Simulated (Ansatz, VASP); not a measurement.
# ZnSe: VASP beside Ansatz

```xyz
2
Lattice="0.0000 2.8329 2.8329 2.8329 0.0000 2.8329 2.8329 2.8329 0.0000" Properties=species:S:1:pos:R:3 pbc="T T T"
Zn    0.0000    0.0000    0.0000
Se    4.2494    4.2494    4.2494
```

Alike in both runs: functional r2SCAN; k mesh 14 × 14 × 14; occupations fermi-dirac, width 0.1 eV; no spin polarisation.

Ansatz relaxed the structure, and its values are those at the end. VASP's run is a single point on that final structure, the one shown.

|  | VASP | Ansatz |
| --- | --- | --- |
| version | VASP 6.6.1 | Ansatz 0.2.0 |
| potentials or method | VASP PAW PBE potentials, release 64 (Zn, Se) | PAW with Ansatz's default frozen-core files, scalar-relativistic |
| plane-wave cutoff (eV) | 520 | 500 |
| valence electrons in the cell | 18 | 28 |

|  | VASP | Ansatz | Ansatz less VASP |
| --- | --- | --- | --- |
| pressure (GPa) | 0.1 | 0.0 | -0.10 |

The functional is the same, so the differences come from potentials, cutoffs and numerics. The two sets of potentials don't hold the same shells in valence.

Caveats: the PAW data sets were made with another functional, which shifts forces and pressure a little (VASP). A k mesh can miss the band edges.
